A self-consistent calculation runs in a loop: a density gives a potential, the potential gives orbitals, and the orbitals give a new density. The loop stops once the remaining change falls below a tolerance, listed here as the sweep value. The crystal is hexagonal boron nitride, treated in the local density approximation, and only this tolerance differs between the rows. Every run reported convergence.

DFTK 0.8.2 plane-wave LDA calculations for hexagonal BN (4-atom cell, fixed geometry), with cp2k.nc.sr.lda.v0_1.largecore.gth pseudopotentials, a 1632.68 eV cutoff, a 5×5×2 k mesh and first-order Methfessel–Paxton smearing of 0.02 eV. Spins are collinear with an antiferromagnetic start. The sweep value is the SCF tolerance, and energies are free energies.

| sweep value | energy less tightest (meV/atom) | pressure (GPa) | gap (eV) | largest force (eV/Å) | cell moment (μB) | scf iterations |
| --- | --- | --- | --- | --- | --- | --- |
| 0.1 | 5.300 | -3.351 | 4.676 | 0.000 | 0.000 | 3 |
| 0.01 | 0.160 | -8.947 | 4.520 | 0.000 | 0.000 | 4 |
| 0.001 | 0.000 | -9.171 | 4.522 | 0.000 | 0.000 | 6 |
| 0.0001 | 0.000 | -9.031 | 4.525 | 0.000 | 0.000 | 8 |
| 1e-5 | 0.000 | -9.021 | 4.526 | 0.000 | 0.000 | 9 |
| 1e-6 | 0.000 | -9.020 | 4.526 | 0.000 | 0.000 | 11 |
| 1e-8 | 0.000 | -9.021 | 4.526 | 0.000 | 0.000 | 15 |

**(a) Which results expose the loosest run as unfinished, and which cannot?**

*Solution.* The pressure exposes it most clearly. At a tolerance of 0.1 it is −3.4 GPa, while the tightest run gives −9.0 GPa. The gap is too wide by 0.15 eV, about 3 % of its final value. The energy looks harmless by comparison, with an error of 5.3 meV/atom. The report of convergence was correct in its own terms, since it means only that the loop met the tolerance it was given.

The largest force is zero in this run too, but it would be zero for any density that keeps the crystal's symmetry, however poor. Each atom sits on a threefold axis and in a mirror plane, so the pushes on it from symmetry-related directions add up to nothing. A force that symmetry has already fixed is no test of convergence. Nor is the cell moment here: with a wide gap, each spin fills a whole number of bands, so a small error in the density cannot shift the moment away from zero.

**(b) Why does the energy settle before the pressure, and can the pressure at a tolerance of 0.01 be trusted?**

*Solution.* The self-consistent state lies at the bottom of a valley in energy. A small step away from the bottom hardly raises the energy, because the floor is level there. The pressure is read differently: it is the slope of the energy when the cell is strained and the orbitals are simply carried along. At the bottom that is exact, because on a level floor the orbitals' own response to the strain changes the energy by nothing to first order. Away from the bottom the floor slopes, and the neglected response enters in direct proportion to the step. The gap behaves alike, because the orbital energies follow the potential that the unfinished density creates.

Let $\delta$ be the size of the remaining error in the orbitals and their density, $\Delta E$ the resulting energy error and $\Delta p$ the pressure error. Theory then gives, for small $\delta$,

$$\Delta E \propto \delta^2, \qquad |\Delta p| \propto \delta .$$

The typical pressure error should therefore shrink as the square root of the energy error. The loosest run sets the scale, with 5.298 meV/atom and 5.67 GPa. At a tolerance of 0.01 the energy error is 0.159 meV/atom, so the estimate is

$$|\Delta p| \approx 5.67\ \text{GPa} \times \sqrt{0.159/5.298} \approx 1\ \text{GPa}.$$

The pressure found there is off by only 0.07 GPa, more than ten times less than estimated. The next row shows why this is no sign of quality. At 0.001 the energy is much closer to its final value, yet the pressure error has doubled to 0.15 GPa and changed sign. The pressure had merely been passing through the right value.

Such a crossing is possible because a density error has many parts, such as charge misplaced between boron and nitrogen or within the bonds. Some parts raise the pressure and others lower it, so they can cancel. In the energy each part costs something, and the costs add up. The square-root rule thus gives a typical size and cannot foresee a cancellation. At 0.001 it does well, predicting 0.13 to 0.17 GPa within the digits of the energy, though one such row is modest support.

**(c) How can a sufficient tolerance be recognised without knowing the final answer, and what will it not repair?**

*Solution.* Tighten the tolerance tenfold and watch the quantity that is needed, then do it again. From 0.01 to 0.001 the pressure moves by 0.22 GPa, so at least one of these two runs is off by more than 0.1 GPa, and without the final answer neither can be trusted to that accuracy. The next step moves it back by 0.14 GPa, and the one after that by only 0.01 GPa. The steps that follow are smaller still, so this was no chance crossing, and the pressure is settled to 0.1 GPa from a tolerance of 0.0001 onwards.

For an energy good to 1 meV/atom, 0.01 is enough. Going on to 0.0001 for the pressure takes 73 % more applications of the Hamiltonian, the main unit of work in the loop. Going from there to 1e-8 takes a further 78 % and shifts the pressure by just 0.01 GPa. In a crystal of lower symmetry, forces that are free to differ from zero carry the same first-order error as the pressure, and so need the same care.

What remains at tight tolerance has other origins. The pressure of −9 GPa stays, so it belongs to the other choices: the cell, the functional, the pseudopotentials, the basis or the k mesh. Which of them is responsible is untested here. The gap of 4.5 eV is read at the mesh points, which may miss the band edges and so make it too wide, while the local density approximation usually makes gaps too small. A finished loop solves the chosen equations accurately, but it does not improve the choice.
